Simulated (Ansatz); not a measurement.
# InAs: the cost of one run

Method: DFT PBE, scalar-relativistic, plane waves, PAW, in Ansatz 0.2.0.

The COD entry's cell or inner coordinates are ideal or old and differ from later refinements, so a difference from it is no clean test against experiment.

## 1. The structure to begin with

Symmetry: F-43m, No. 216, cubic system. The conventional cell has a = 6.036 Å, b = 6.036 Å, c = 6.036 Å, α = 90.00°, β = 90.00°, γ = 90.00°. In (site symmetry -43m) is surrounded by 4 As at 2.61 Å. As (site symmetry -43m) has 4 In at 2.61 Å as nearest neighbours.

Structure file:

```cif
data_structure
_symmetry_space_group_name_H-M 'P 1'
_symmetry_Int_Tables_number 1
_cell_length_a 12.8043
_cell_length_b 12.8043
_cell_length_c 12.8043
_cell_angle_alpha 60.000
_cell_angle_beta 60.000
_cell_angle_gamma 60.000
_cell_volume 1484.40
loop_
_atom_site_label
_atom_site_type_symbol
_atom_site_fract_x
_atom_site_fract_y
_atom_site_fract_z
_atom_site_occupancy
In1 In 0.00000 0.00000 0.00000 1
In2 In 0.00000 0.00000 0.33333 1
In3 In 0.00000 0.00000 0.66667 1
In4 In 0.00000 0.33333 0.00000 1
In5 In 0.00000 0.33333 0.33333 1
In6 In 0.00000 0.33333 0.66667 1
In7 In 0.00000 0.66667 0.00000 1
In8 In 0.00000 0.66667 0.33333 1
In9 In 0.00000 0.66667 0.66667 1
In10 In 0.33333 0.00000 0.00000 1
In11 In 0.33333 0.00000 0.33333 1
In12 In 0.33333 0.00000 0.66667 1
In13 In 0.33333 0.33333 0.00000 1
In14 In 0.33333 0.33333 0.33333 1
In15 In 0.33333 0.33333 0.66667 1
In16 In 0.33333 0.66667 0.00000 1
In17 In 0.33333 0.66667 0.33333 1
In18 In 0.33333 0.66667 0.66667 1
In19 In 0.66667 0.00000 0.00000 1
In20 In 0.66667 0.00000 0.33333 1
In21 In 0.66667 0.00000 0.66667 1
In22 In 0.66667 0.33333 0.00000 1
In23 In 0.66667 0.33333 0.33333 1
In24 In 0.66667 0.33333 0.66667 1
In25 In 0.66667 0.66667 0.00000 1
In26 In 0.66667 0.66667 0.33333 1
In27 In 0.66667 0.66667 0.66667 1
As1 As 0.08333 0.08333 0.08333 1
As2 As 0.08333 0.08333 0.41667 1
As3 As 0.08333 0.08333 0.75000 1
As4 As 0.08333 0.41667 0.08333 1
As5 As 0.08333 0.41667 0.41667 1
As6 As 0.08333 0.41667 0.75000 1
As7 As 0.08333 0.75000 0.08333 1
As8 As 0.08333 0.75000 0.41667 1
As9 As 0.08333 0.75000 0.75000 1
As10 As 0.41667 0.08333 0.08333 1
As11 As 0.41667 0.08333 0.41667 1
As12 As 0.41667 0.08333 0.75000 1
As13 As 0.41667 0.41667 0.08333 1
As14 As 0.41667 0.41667 0.41667 1
As15 As 0.41667 0.41667 0.75000 1
As16 As 0.41667 0.75000 0.08333 1
As17 As 0.41667 0.75000 0.41667 1
As18 As 0.41667 0.75000 0.75000 1
As19 As 0.75000 0.08333 0.08333 1
As20 As 0.75000 0.08333 0.41667 1
As21 As 0.75000 0.08333 0.75000 1
As22 As 0.75000 0.41667 0.08333 1
As23 As 0.75000 0.41667 0.41667 1
As24 As 0.75000 0.41667 0.75000 1
As25 As 0.75000 0.75000 0.08333 1
As26 As 0.75000 0.75000 0.41667 1
As27 As 0.75000 0.75000 0.75000 1
```

The runs take a perfect supercell of 54 atoms; the defect goes to fractional position (0.083, 0.083, 0.083).

## 2. The perfect supercell

input.yaml reads:

```yaml
crystal:
  lattice:
    - [0.0, 9.054, 9.054]
    - [9.054, 0.0, 9.054]
    - [9.054, 9.054, 0.0]
  atoms:
    - { symbol: In, position: [0.0, 0.0, 0.0] }
    - { symbol: In, position: [0.0, 0.0, 0.333333] }
    - { symbol: In, position: [0.0, 0.0, 0.666667] }
    - { symbol: In, position: [0.0, 0.333333, 0.0] }
    - { symbol: In, position: [0.0, 0.333333, 0.333333] }
    - { symbol: In, position: [0.0, 0.333333, 0.666667] }
    - { symbol: In, position: [0.0, 0.666667, 0.0] }
    - { symbol: In, position: [0.0, 0.666667, 0.333333] }
    - { symbol: In, position: [0.0, 0.666667, 0.666667] }
    - { symbol: In, position: [0.333333, 0.0, 0.0] }
    - { symbol: In, position: [0.333333, 0.0, 0.333333] }
    - { symbol: In, position: [0.333333, 0.0, 0.666667] }
    - { symbol: In, position: [0.333333, 0.333333, 0.0] }
    - { symbol: In, position: [0.333333, 0.333333, 0.333333] }
    - { symbol: In, position: [0.333333, 0.333333, 0.666667] }
    - { symbol: In, position: [0.333333, 0.666667, 0.0] }
    - { symbol: In, position: [0.333333, 0.666667, 0.333333] }
    - { symbol: In, position: [0.333333, 0.666667, 0.666667] }
    - { symbol: In, position: [0.666667, 0.0, 0.0] }
    - { symbol: In, position: [0.666667, 0.0, 0.333333] }
    - { symbol: In, position: [0.666667, 0.0, 0.666667] }
    - { symbol: In, position: [0.666667, 0.333333, 0.0] }
    - { symbol: In, position: [0.666667, 0.333333, 0.333333] }
    - { symbol: In, position: [0.666667, 0.333333, 0.666667] }
    - { symbol: In, position: [0.666667, 0.666667, 0.0] }
    - { symbol: In, position: [0.666667, 0.666667, 0.333333] }
    - { symbol: In, position: [0.666667, 0.666667, 0.666667] }
    - { symbol: As, position: [0.083333, 0.083333, 0.083333] }
    - { symbol: As, position: [0.083333, 0.083333, 0.416667] }
    - { symbol: As, position: [0.083333, 0.083333, 0.75] }
    - { symbol: As, position: [0.083333, 0.416667, 0.083333] }
    - { symbol: As, position: [0.083333, 0.416667, 0.416667] }
    - { symbol: As, position: [0.083333, 0.416667, 0.75] }
    - { symbol: As, position: [0.083333, 0.75, 0.083333] }
    - { symbol: As, position: [0.083333, 0.75, 0.416667] }
    - { symbol: As, position: [0.083333, 0.75, 0.75] }
    - { symbol: As, position: [0.416667, 0.083333, 0.083333] }
    - { symbol: As, position: [0.416667, 0.083333, 0.416667] }
    - { symbol: As, position: [0.416667, 0.083333, 0.75] }
    - { symbol: As, position: [0.416667, 0.416667, 0.083333] }
    - { symbol: As, position: [0.416667, 0.416667, 0.416667] }
    - { symbol: As, position: [0.416667, 0.416667, 0.75] }
    - { symbol: As, position: [0.416667, 0.75, 0.083333] }
    - { symbol: As, position: [0.416667, 0.75, 0.416667] }
    - { symbol: As, position: [0.416667, 0.75, 0.75] }
    - { symbol: As, position: [0.75, 0.083333, 0.083333] }
    - { symbol: As, position: [0.75, 0.083333, 0.416667] }
    - { symbol: As, position: [0.75, 0.083333, 0.75] }
    - { symbol: As, position: [0.75, 0.416667, 0.083333] }
    - { symbol: As, position: [0.75, 0.416667, 0.416667] }
    - { symbol: As, position: [0.75, 0.416667, 0.75] }
    - { symbol: As, position: [0.75, 0.75, 0.083333] }
    - { symbol: As, position: [0.75, 0.75, 0.416667] }
    - { symbol: As, position: [0.75, 0.75, 0.75] }
basis:
  ecutwfc: 420
  fft_grid_basis: typed
kpoints:
  mp_grid: { grid: [1, 1, 1] }
hamiltonian:
  xc: pbe
  pseudopotentials: { kind: paw }
scf:
  occupations: { method: gaussian, width: 0.05 }
output:
  forces: true
  stress: false
  eigenvalues: true
  bader: false
  write_density: true
  volumetric_format: npy
```

On the command line:

```
$ ansatz run input.yaml --threads 8 --pin off --max-ram 16384MiB --backend cpu --events-out ev --progress --plain --runs-dir out
```

Q: Estimate wall time and peak memory on 8 threads of Arm Neoverse N1, shared host.

About 18 s, with a peak of 2.2 GiB.
